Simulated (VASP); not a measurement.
Input of a VASP 6.6.1 run:

The input INCAR:

```
SYSTEM = V
ALGO = Normal ; DIPOL = 0.5 0.5 0.500
EDIFF = 1E-6 ; EDIFFG = -0.01
ENCUT = 600 ; GGA = PE
IBRION = 2 ; IDIPOL = 3
ISIF = 2 ; ISMEAR = -1
ISPIN = 2 ; LASPH = .TRUE.
LCHARG = .FALSE. ; LDIPOL = .TRUE.
LMAXMIX = 4 ; LORBIT = 11
LREAL = .FALSE. ; LWAVE = .FALSE.
MAGMOM = 2 2 2 2 2 2 2 2 ; NELM = 100
NSW = 40 ; PREC = Accurate
SIGMA = 0.05
```

The input KPOINTS:

```
k-points
0
G
  7 7 1
  0 0 0
```

The input POSCAR:

```
V
1.0
    3.0260000000      0.0000000000      0.0000000000
    0.0000000000      3.0260000000      0.0000000000
    0.0000000000      0.0000000000     25.5910000000
V
8
Selective dynamics
Direct
    0.5000000000      0.5000000000      0.2930717830  F F F
    0.0000000000      0.0000000000      0.3521941307  F F F
    0.5000000000      0.5000000000      0.4113164784  F F F
    0.0000000000      0.0000000000      0.4704388261  F F F
    0.5000000000      0.5000000000      0.5295611739  T T T
    0.0000000000      0.0000000000      0.5886835216  T T T
    0.5000000000      0.5000000000      0.6478058693  T T T
    0.0000000000      0.0000000000      0.7069282170  T T T
```

Potentials or basis: VASP PAW PBE potentials, release 64 (V).

Launch:

```bash
$ cat potpaw_PBE.64/V/POTCAR > POTCAR
$ mpirun -np 1 vasp_std > vasp.out
```

**Question.** Estimate the energy gained by relaxing.

**Answer.** 30.6 meV/atom.

**Question.** Estimate the band gap on the k mesh.

**Answer.** None (metal or under the smearing width).

**Question.** Predict the net moment.

**Answer.** 0.27 μB per cell.

Final structure:
```yaml
crystal:
  lattice:
    - [3.02600, 0.00000, 0.00000]
    - [0.00000, 3.02600, 0.00000]
    - [0.00000, 0.00000, 25.59100]
  atoms:
    - { symbol: V, position: [0.50000, 0.50000, 0.29307] }
    - { symbol: V, position: [0.00000, 0.00000, 0.35219] }
    - { symbol: V, position: [0.50000, 0.50000, 0.41132] }
    - { symbol: V, position: [0.00000, 0.00000, 0.47044] }
    - { symbol: V, position: [0.50000, 0.50000, 0.52610] }
    - { symbol: V, position: [0.00000, 0.00000, 0.58433] }
    - { symbol: V, position: [0.50000, 0.50000, 0.64287] }
    - { symbol: V, position: [0.00000, 0.00000, 0.69189] }
```
